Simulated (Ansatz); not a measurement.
## TiPbO3: the gap under strain

TiPbO3, P4mm, a = 3.859 Å, c = 4.268 Å. The structure is a Materials Project entry; whether it is the stable form wasn't checked. Ansatz: PBEsol, PAW, 420 eV, Γ-centred 8×8×6 mesh on 5 atoms, Gaussian smearing 0.02 eV; no spin polarisation. Series: biaxial strain in the a-b plane, c and atoms relaxed; x is the strain in per cent. The gap is sought over the whole zone.

```
x (%) gap y (eV)
 -3.0           ?
 -2.0       1.747
 -1.0       1.724
  0.0       1.698
  1.0       1.681
  2.0       1.677
  3.0       1.678
```

Problem. Fit y = E0 + c1 x + c2 x² to the other rows, give the deformation potential for this strain, and predict the missing gap.

Solution. Least squares on the rows shown. y = 1.6981 − 0.018086 x + 0.0037143 x². The deformation potential is 100 c1 = -1.81 eV per unit strain. The two rows next to zero alone give -2.15 eV per unit strain, the better figure for small strains. With a term in x³ added, the coefficient of x becomes -0.02016, 11 % more, which shows how far this figure hangs on the form. At x = -3.0 the fit asked for gives 1.786 eV. The run gave 1.765 eV, so the fit is 0.021 eV too high, 24 % of the span of the series, against an rms of 0.002 eV on the fitted rows. The row lies outside the fitted range. With a term in x³ added, a fit to the same known rows predicts 1.774 eV, which recovers part of the miss; the known rows don't hold the rest. Also, a band edge changes its point in the zone among the fitted rows, which can bend the series.

Spin-orbit coupling is left out, which matters for the bands of heavy elements.